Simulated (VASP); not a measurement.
# InP (F-43m) in VASP: a series of runs, part 2 of 2

VASP 6.6.1. The steps go on from the part before.

### 4 Single point, PBEsol, spin-orbit coupling, no magnetisation

The input, INCAR:

```
  PREC = Accurate
  ENCUT = 600
  EDIFF = 1E-7
  ISMEAR = 0
  SIGMA = 0.02
  LREAL = False
  LASPH = True
  NELM = 100
  ALGO = Normal
  ISIF = 2
  LWAVE = False
  LCHARG = False
  MAGMOM = 0 0 0 0 0 0
  LORBIT = 11
  LSORBIT = True
  GGA_COMPAT = False
  GGA = PS
  NBANDS = 34
```

The input, KPOINTS:

```
Automatic mesh
0
Gamma
  7 7 7
```

The input, POSCAR:

```
InP
1.0
    0.0000000000      2.9305000000      2.9305000000
    2.9305000000      0.0000000000      2.9305000000
    2.9305000000      2.9305000000      0.0000000000
In P
1 1
Direct
    0.0000000000      0.0000000000      0.0000000000
    0.7500000000      0.7500000000      0.7500000000
```

Potentials or basis: VASP PAW PBE potentials, release 64 (In_d, P).

Started as:

```sh
> cat potpaw_PBE.64/In_d/POTCAR potpaw_PBE.64/P/POTCAR > POTCAR
> mpirun -np 1 vasp_ncl > vasp.out
```

OUTCAR:

```text
PREC = Accurate
   ENCUT = 600
   EDIFF = 1E-7
   ISMEAR = 0
   LREAL = False
   LASPH = True
   NELM = 100
   ISIF = 2
   LORBIT = 11
   LSORBIT = True
   GGA = PS

 Found     30 irreducible k-points:

 Following reciprocal coordinates:
            Coordinates               Weight
  0.000000  0.000000  0.000000      1.000000
  0.142857  0.000000  0.000000      4.000000
 -0.142857  0.000000  0.000000      4.000000
  0.285714  0.000000  0.000000      4.000000
 -0.285714  0.000000  0.000000      4.000000
  0.428571  0.000000  0.000000      4.000000
   k-points           NKPTS =     30   k-points in BZ     NKDIM =     30   number of bands    NBANDS=     34
   number of dos      NEDOS =    301   number of ions     NIONS =      2
   total plane-waves  NPLWV =  46656
   dimension x,y,z NGX =    36 NGY =   36 NGZ =   36
   dimension x,y,z NGXF=    72 NGYF=   72 NGZF=   72
   ions per type =               1   1
   NGX,Y,Z   is equivalent  to a cutoff of  14.44, 14.44, 14.44 a.u.
   NGXF,Y,Z  is equivalent  to a cutoff of  28.88, 28.88, 28.88 a.u.
 SYSTEM =  unknown system
   PREC   = accura    normal or accurate (medium, high low for compatibility)
   ISTART =      0    job   : 0-new  1-cont  2-samecut
   ICHARG =      2    charge: 1-file 2-atom 10-const
   ISPIN  =      1    spin polarized calculation?
   LNONCOLLINEAR =      T non collinear calculations
   LSORBIT =      T    spin-orbit coupling
   LASPH  =      T    aspherical Exc in radial PAW
   ENCUT  =  600.0 eV  44.10 Ry    6.64 a.u.   8.28  8.28  8.28*2*pi/ulx,y,z
   NELM   =    100;   NELMIN=  2; NELMDL= -5     # of ELM steps
   EDIFF  = 0.1E-06   stopping-criterion for ELM
   LREAL  =      F    real-space projection
   EDIFFG = 0.1E-05   stopping-criterion for IOM
   NSW    =      0    number of steps for IOM
   IBRION =     -1    ionic relax: 0-MD 1-quasi-New 2-CG
   NFREE  =      0    steps in history (QN), initial steepest desc. (CG)
   ISIF   =      2    stress and relaxation
   ISYM   =      2    0-nonsym 1-usesym 2-fastsym
   POTIM  = 0.5000    time-step for ionic-motion
   TEBEG  =    0.0;   TEEND  =   0.0 temperature during run
   PSTRESS=    0.0 pullay stress
   NELECT =      18.0000    total number of electrons
   NUPDOWN=      -1.0000    fix difference up-down
   EMIN   =  10.00;   EMAX   =-10.00  energy-range for DOS
   EFERMI =   0.00;   METHOD = LEGACY
   ISMEAR =     0;   SIGMA  =   0.02  broadening in eV -4-tet -1-fermi 0-gaus
   EFERMI_NEDOS =   21; number of points for ismear=-14 and -15
   IALGO  =     38    algorithm
   IMIX   =      4    mixing-type and parameters
     AMIX     =   0.40;   BMIX     =  1.00
     AMIX_MAG =   1.60;   BMIX_MAG =  1.00
  volume/ion in A,a.u.               =      25.17       169.83
  Fermi-wavevector in a.u.,A,eV,Ry     =   1.162021  2.195901 18.371846  1.350293
  Thomas-Fermi vector in A             =   2.298587
   LORBIT       =     11    0 simple, 1 ext, 2 COOP (PROOUT), +10 PAW based schemes
   GGA     = PS    functional components
   LHFCALC =     F    Hartree Fock is set to
   AEXX    =    0.0000 exact exchange contribution
   IVDW    =     0    specifies the selected vdW correction
   LEPSILON=     F    determine dielectric tensor
   LRPA    =     F    only Hartree local field effects (RPA)
 Gauss-broadening in eV      SIGMA  =   0.02
  energy-cutoff  :      600.00
  volume of cell :       50.33
 maximum number of plane-waves:      3386
 NGX is ok and might be reduce to    36
   NGX = 17   NGY = 17   NGZ = 17

 number of electron      17.9999998 magnetization       0.0000000     -0.0000000     -0.0000000

[... 17 lines left out ...]
 val. band max:        5.1232263953   @ k =   0.0000   0.0000   0.0000
 cond. band min:       5.7077960616   @ k =   0.0000   0.0000   0.0000
 fundamental gap:      0.5845696663
 Fermi energy:         5.2657878391

 k-point     1 :       0.0000    0.0000    0.0000
  band No.  band energies     occupation
      1      -9.5047      1.00000
      2      -9.5047      1.00000
      3      -9.5047      1.00000
      4      -9.5047      1.00000
      5      -8.7276      1.00000
      6      -8.7276      1.00000
[... 187 lines left out ...]
     29      15.1317      0.00000
     30      15.1317      0.00000

 [... further k-points ...]

 [bands above 30 left out]

------------------------ aborting loop because EDIFF is reached ----------------------------------------

  FORCE on cell =-STRESS in cart. coord.  units (eV):
  Direction    XX          YY          ZZ          XY          YZ          ZX
  --------------------------------------------------------------------------------------
  -------------------------------------------------------------------------------------
  Total        0.1779917      0.1779917      0.1779917      0.0000000      0.0000000      0.0000000
  in kB        5.6657199      5.6657199      5.6657199      0.0000000      0.0000000      0.0000000
  external PRESSURE =       5.6657199 kB  Pullay stress =       0.0000000 kB

 VOLUME and BASIS-vectors are now :
 -----------------------------------------------------------------------------
  energy-cutoff  :      600.00
  volume of cell :       50.33
      direct lattice vectors                 reciprocal lattice vectors
     0.000000000  2.930500000  2.930500000    -0.170619348  0.170619348  0.170619348
     2.930500000  0.000000000  2.930500000     0.170619348 -0.170619348  0.170619348
     2.930500000  2.930500000  0.000000000     0.170619348  0.170619348 -0.170619348

 POSITION                                       TOTAL-FORCE (eV/Angst)
 -----------------------------------------------------------------------------------
      0.00000      0.00000      0.00000         0.000000      0.000000      0.000000
      4.39575      4.39575      4.39575        -0.000000     -0.000000     -0.000000
 -----------------------------------------------------------------------------------
    total drift:                                0.000000      0.000000      0.000000

  FREE ENERGIE OF THE ION-ELECTRON SYSTEM (eV)
  ---------------------------------------------------
  free  energy   TOTEN  =        -9.1874567625 eV

  energy  without entropy=       -9.1874567625  energy(sigma->0) =       -9.18745676

 Spin-Orbit-Coupling matrix elements

 Ion:    1  E_soc:     -0.0723496
 l=   1
     0.0000000    -0.0055116    -0.0055116
    -0.0055116     0.0000000    -0.0055116
    -0.0055116    -0.0055116     0.0000000
 l=   2
     0.0000000    -0.0013411     0.0000000    -0.0013411    -0.0052056
    -0.0013411     0.0000000    -0.0039042    -0.0013411    -0.0013014
     0.0000000    -0.0039042     0.0000000    -0.0039042     0.0000000
    -0.0013411    -0.0013411    -0.0039042     0.0000000    -0.0013014
    -0.0052056    -0.0013014     0.0000000    -0.0013014     0.0000000
 l=   3
     0.0000000     0.0000000     0.0000000     0.0000000     0.0000000     0.0000000     0.0000000
     0.0000000     0.0000000     0.0000000     0.0000000     0.0000000     0.0000000     0.0000000
     0.0000000     0.0000000     0.0000000     0.0000000     0.0000000     0.0000000     0.0000000
     0.0000000     0.0000000     0.0000000     0.0000000     0.0000000     0.0000000     0.0000000
     0.0000000     0.0000000     0.0000000     0.0000000     0.0000000     0.0000000     0.0000000
     0.0000000     0.0000000     0.0000000     0.0000000     0.0000000     0.0000000     0.0000000
     0.0000000     0.0000000     0.0000000     0.0000000     0.0000000     0.0000000     0.0000000

 Ion:    2  E_soc:     -0.0011047
 l=   1
     0.0000000    -0.0001841    -0.0001841
    -0.0001841     0.0000000    -0.0001841
    -0.0001841    -0.0001841     0.0000000
 l=   2
     0.0000000     0.0000000     0.0000000     0.0000000     0.0000000
     0.0000000     0.0000000     0.0000000     0.0000000     0.0000000
     0.0000000     0.0000000     0.0000000     0.0000000     0.0000000
     0.0000000     0.0000000     0.0000000     0.0000000     0.0000000
     0.0000000     0.0000000     0.0000000     0.0000000     0.0000000
 l=   3
     0.0000000     0.0000000     0.0000000     0.0000000     0.0000000     0.0000000     0.0000000
     0.0000000     0.0000000     0.0000000     0.0000000     0.0000000     0.0000000     0.0000000
     0.0000000     0.0000000     0.0000000     0.0000000     0.0000000     0.0000000     0.0000000
     0.0000000     0.0000000     0.0000000     0.0000000     0.0000000     0.0000000     0.0000000
     0.0000000     0.0000000     0.0000000     0.0000000     0.0000000     0.0000000     0.0000000
     0.0000000     0.0000000     0.0000000     0.0000000     0.0000000     0.0000000     0.0000000
     0.0000000     0.0000000     0.0000000     0.0000000     0.0000000     0.0000000     0.0000000

 total charge

# of ion       s       p       d       tot
------------------------------------------
    1        0.829   0.777   9.901  11.507
    2        1.027   1.479   0.000   2.506
--------------------------------------------------
tot          1.856   2.256   9.901  14.013

 magnetization (x)

# of ion       s       p       d       tot
------------------------------------------
    1        0.000   0.000   0.000   0.000
    2        0.000   0.000   0.000   0.000
--------------------------------------------------
tot          0.000   0.000   0.000   0.000

 magnetization (y)

# of ion       s       p       d       tot
------------------------------------------
    1        0.000   0.000   0.000   0.000
    2        0.000   0.000   0.000   0.000
--------------------------------------------------
tot          0.000   0.000   0.000   0.000

 magnetization (z)

# of ion       s       p       d       tot
------------------------------------------
    1        0.000   0.000   0.000   0.000
    2        0.000   0.000   0.000   0.000
--------------------------------------------------
tot          0.000   0.000   0.000   0.000
```

stdout:

```text
POSCAR found type information on POSCAR InP
 POSCAR found :  2 types and       2 ions
 scaLAPACK will be used
 -----------------------------------------------------------------------------
|                                                                             |
|                                                                             |
|     You enforced a specific xc type in the INCAR file but a different       |
|     I HOPE YOU KNOW WHAT YOU ARE DOING!                                     |
|                                                                             |
 -----------------------------------------------------------------------------

 LDA part: xc-table for (Slater+PW92), standard interpolation
 POSCAR, INCAR and KPOINTS ok, starting setup
 FFT: planning ... GRIDC
 FFT: planning ... GRID_SOFT
 FFT: planning ... GRID
 WAVECAR not read
 entering main loop
```

Run time: 3.5 min. Hardware: 1 thread of AMD EPYC 7R43 (Zen 3), shared host; peak memory 0.37 GiB.

The run converged, but some of its settings lie outside the range that counts as converged, so its numbers aren't taken as properties of the crystal.

Results:

| Item | Value |
| --- | --- |
| Free energy | -9.1875 eV |
| Pressure | 0.6 GPa |
| Valence electrons inside the program's atomic spheres | In 11.51; P 2.51 |

Caveat: the PAW data sets were made with another functional, which shifts forces and pressure a little.

### 5 Single point, PBE

The input, INCAR:

```
PREC = Accurate
ENCUT = 520
EDIFF = 1E-6
ISMEAR = 0
SIGMA = 0.03
LREAL = False
LASPH = True
NELM = 80
ALGO = Fast
ISIF = 2
LWAVE = False
LCHARG = False
GGA = PE
NBANDS = 16
```

The input, KPOINTS:

```
Automatic mesh
0
Gamma
  8 8 8
```

POSCAR is that of step 4.

Started as:

```sh
> cat potpaw_PBE.64/In_d/POTCAR potpaw_PBE.64/P/POTCAR > POTCAR
> mpirun -np 1 vasp_std > vasp.out
```

Run time: 46 s. Hardware: 1 thread of AMD EPYC, shared host; peak memory 0.15 GiB.

Results (log left out):

| Quantity | Value |
| --- | --- |
| Free energy | -8.3808 eV |
| Pressure | 3.3 GPa |
| Band gap on the k mesh | 0.71 eV, direct |

Levels at points of the mesh, in eV from the valence-band top:
| k point | band 5 | band 6 | band 7 | band 8 | band 9 | band 10 | band 11 | band 12 | band 13 | band 14 |
| --- | --- | --- | --- | --- | --- | --- | --- | --- | --- | --- |
| (0.00, 0.00, 0.00) | -14.03 | -11.52 | 0.00 | 0.00 | 0.00 | 0.71 | 4.09 | 4.09 | 4.09 | 8.58 |
| (0.50, 0.00, 0.00) | -14.02 | -9.79 | -5.73 | -0.97 | -0.97 | 1.50 | 4.81 | 4.81 | 7.10 | 9.48 |
| (0.50, 0.50, 0.00) | -14.00 | -9.14 | -5.75 | -2.32 | -2.32 | 1.76 | 2.27 | 9.21 | 9.60 | 9.60 |

Caveat: spin-orbit coupling is left out, which moves the levels of the heavy elements.

### 6 Single point, HSE06

POSCAR is that of step 5.

The input, INCAR.step1:

```
SYSTEM = InP
  ALGO = Normal
  EDIFF = 1E-5
  ENCUT = 600
  GGA = PE
  ISIF = 2
  ISMEAR = 0
  LASPH = .True.
  LCHARG = .False.
  LREAL = .False.
  LWAVE = .True.
  NBANDS = 17
  NELM = 100
  NKRED = 1
  PREC = Accurate
  SIGMA = 0.01
```

The input, INCAR.step2:

```
SYSTEM = InP
  ALGO = Normal
  EDIFF = 1E-6
  ENCUT = 600
  GGA = PE
  HFSCREEN = 0.2
  ISIF = 2
  ISMEAR = 0
  ISTART = 1
  LASPH = .True.
  LCHARG = .False.
  LHFCALC = .True.
  LREAL = .False.
  LWAVE = .False.
  NBANDS = 17
  NELM = 100
  NKRED = 1
  PREC = Accurate
  PRECFOCK = Fast
  SIGMA = 0.01
```

The input, KPOINTS:

```
k-points
0
Gamma
  5 5 5
  0 0 0
```

Potentials or basis: VASP PAW PBE potentials, release 64 (In_d, P).

Started as:

```sh
> cat potpaw_PBE.64/In_d/POTCAR potpaw_PBE.64/P/POTCAR > POTCAR
> cp INCAR.step1 INCAR
> mpirun -np 1 vasp_std > vasp.out
> cp INCAR.step2 INCAR
> mpirun -np 1 vasp_std > vasp.out
```

Wall time 9.3 min (1 thread of AMD EPYC 7R13 (Zen 3), shared host); peak memory 0.29 GiB.

These settings aren't checked as converged: the numbers below hold their error.

What came out:

| Property | Result |
| --- | --- |
| Free energy | -9.9922 eV |
| Pressure | 1.4 GPa |
| Band gap on the k mesh | 1.53 eV, direct |

Caveat: the PAW data sets were made with another functional, which shifts forces and pressure a little; spin-orbit coupling is left out, which moves the levels of the heavy elements.

### 7 Comparison with measurements

Step 5. Measured gap of InP: 1.4236 eV (direct; 1.6 K; a printed reference work, data compilation). This calculation gives 0.71 eV (-0.71 eV). Spin-orbit coupling on In is left out. The value is that of PBE, without temperature or zero-point motion. Semilocal functionals fall short of measured gaps as a rule.
